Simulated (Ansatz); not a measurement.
## Hg: what changed settings do

All trials start from this Ansatz input:

```yaml
crystal:
  lattice:
    - [4.5400020208, 0.0, 0.0]
    - [-2.2700010104, 3.9317570832, 0.0]
    - [0.0, 0.0, 3.87]
  atoms:
    - { symbol: Hg, position: [0.3333333333, 0.6666666667, 0.5] }
    - { symbol: Hg, position: [0.0, 0.0, 0.0] }
    - { symbol: Hg, position: [0.6666666667, 0.3333333333, 0.5] }
basis:
  ecutwfc: 420
kpoints:
  mp_grid: { grid: [6, 6, 6] }
hamiltonian:
  xc: pbe
scf:
  occupations: { method: gaussian, width: 0.1 }
output:
  forces: true
  stress: true
  eigenvalues: true
```

Command:

```bash
ansatz run input.yaml --threads 1 --pin off --max-ram 1331MiB --backend cpu --events-out ev --progress --plain --runs-dir out
```

The run converges in 7 SCF iterations on 28 irreducible k-points: pressure 12.99 GPa, no gap.

The inputs are trials, many of them unsound on purpose. Their numbers show the effect of the settings and aren't properties of the material. Each trial's input is given as a difference from the reference's; energies are extrapolated to zero smearing where there is one, and pressure is positive in compression. Charged cells sit in a uniform background, and their pressures hang on that convention.

Trial 1:

```diff
-basis:
-  ecutwfc: 420
+basis: {}
 kpoints:
-  mp_grid: { grid: [6, 6, 6] }
+  mp_grid: { grid: [3, 3, 2] }
 scf:
-  occupations: { method: gaussian, width: 0.1 }
+  occupations: { method: fermi_dirac, width: "300 K" }
 output:
+  dos: {}
```

The run converges in 7 SCF iterations on 6 irreducible k-points: energy 44.4 meV per atom above the reference, pressure 9.71 GPa, no gap.

Trial 2:

```diff
 basis:
-  ecutwfc: 420
+  ecutwfc: "19 Ha"
 kpoints:
-  mp_grid: { grid: [6, 6, 6] }
+  mp_grid: { grid: [3, 3, 2] }
+  band_path: { path: [[0, 0, 0], [0.5, 0, 0], [0.5, 0.5, 0.5]], npoints: 4 }
 scf:
-  occupations: { method: gaussian, width: 0.1 }
+  occupations: { method: methfessel_paxton }
+  mixing: { q_tf: 0.44 }
+  initial_density: { chi_scale: 0, normalization: atom }
+  max_iter: 58
```

The run converges in 9 SCF iterations on 6 irreducible k-points: energy 42.5 meV per atom above the reference, pressure 9.65 GPa, no gap.

Trial 3:

```diff
 kpoints:
-  mp_grid: { grid: [6, 6, 6] }
+  mp_grid: { grid: [3, 3, 1] }
```

The run converges in 7 SCF iterations on 3 irreducible k-points: energy 429 meV per atom below the reference, pressure 2.19 GPa, no gap.

Trial 4 (volume scaled):

```diff
 crystal:
   lattice:
-    - [4.5400020208, 0.0, 0.0]
-    - [-2.2700010104, 3.9317570832, 0.0]
-    - [0.0, 0.0, 3.87]
+    - [5.1970049744, 0.0, 0.0]
+    - [-2.5985024872, 4.5007383314, 0.0]
+    - [0.0, 0.0, 4.4300441187]
 hamiltonian:
+  hubbard: { sites: [{ species: Hg, l: d, u_eff: 4.7 }] }
```

The run converges in 7 SCF iterations on 28 irreducible k-points: pressure 0.84 GPa, no gap. It warns that the count of filled bands differs between k-points. Under a U the state reached may not be the lowest.

Trial 5:

```diff
 basis:
-  ecutwfc: 420
+  ecutwfc: "13 Ha"
 hamiltonian:
-  xc: pbe
+  xc: r2scan
+  dispersion: none
 scf:
+  max_iter: 51
+relax:
+  adjacent_minimum: "off"
+  f_tol: 0.02
+md:
+  timestep: 0.5
+  n_steps: 4
+  ensemble: nvt_nose_hoover
+  temperature: 2500
+  initial_velocities: maxwell_boltzmann
+  seed: 59
```

The program refuses the input:

```text
Error: YAML parse error: relax, md: an input makes one kind of run: give each of these sections an input of its own (the manual's quickstart, § A run on a saved structure, says how one follows another)
```

Next try, with these keys changed back:

```diff
-relax:
-  adjacent_minimum: "off"
-  f_tol: 0.02
-md:
-  timestep: 0.5
-  n_steps: 4
-  ensemble: nvt_nose_hoover
-  temperature: 2500
-  initial_velocities: maxwell_boltzmann
-  seed: 59
```

The run converges in 7 SCF iterations on 28 irreducible k-points: pressure 11.38 GPa, no gap. It warns that the cutoff lies under the recommended one, 500 eV for these potentials.

Trial 6:

```diff
 crystal:
   atoms:
-    - { symbol: Hg, position: [0.6666666667, 0.3333333333, 0.5] }
+    - { symbol: Hg, position: [0.6666666667, 0.3333333333, 0.5], spin: 0.1 }
+total_charge: 1
 scf:
+  lower_state_search: "off"
 output:
+  populations: true
+magnetization:
+  spin_polarized: true
+  magnetic_field: 100
```

The run converges in 16 SCF iterations on 28 irreducible k-points: pressure 9.56 GPa (with the neutralising background of the charged cell), no gap, cell moment 0.00 μB (in the typed magnetic field). It warns that the starting moments were lost.

Trial 7:

```diff
 basis:
+  xc_grid: 3
 kpoints:
-  mp_grid: { grid: [6, 6, 6] }
+  mp_grid: { grid: [3, 3, 1] }
 scf:
-  occupations: { method: gaussian, width: 0.1 }
+  occupations: { method: tetrahedron_uncorrected }
+  n_extra_bands: 2
+  mixing: { beta: 0.44, ndim: 12 }
+  initial_density: { chi_scale: 0, normalization: atom }
+  max_iter: 61
```

The run converges in 8 SCF iterations on 3 irreducible k-points: energy 365 meV per atom below the reference, pressure 3.35 GPa, no gap. It warns that the printed bands weren't solved further after the SCF.

Trial 8:

```diff
+total_charge: -0.1
 scf:
+  mixing: { algorithm: anderson, beta: 0.27, q_tf: 0.8 }
+  initial_density: { chi_scale: 0, normalization: atom }
+  max_iter: 58
```

The run converges in 8 SCF iterations on 28 irreducible k-points: pressure 13.35 GPa (with the neutralising background of the charged cell), no gap.

Trial 9:

```diff
 scf:
-  occupations: { method: gaussian, width: 0.1 }
+  occupations: { method: fermi_dirac, width: 0.015 }
+  n_extra_bands: 5
```

The run converges in 7 SCF iterations on 28 irreducible k-points: energy 0.23 meV per atom above the reference, pressure 13.06 GPa, no gap.

Trial 10:

```diff
+total_charge: 2
```

The run converges in 9 SCF iterations on 28 irreducible k-points: pressure 5.57 GPa (with the neutralising background of the charged cell), no gap.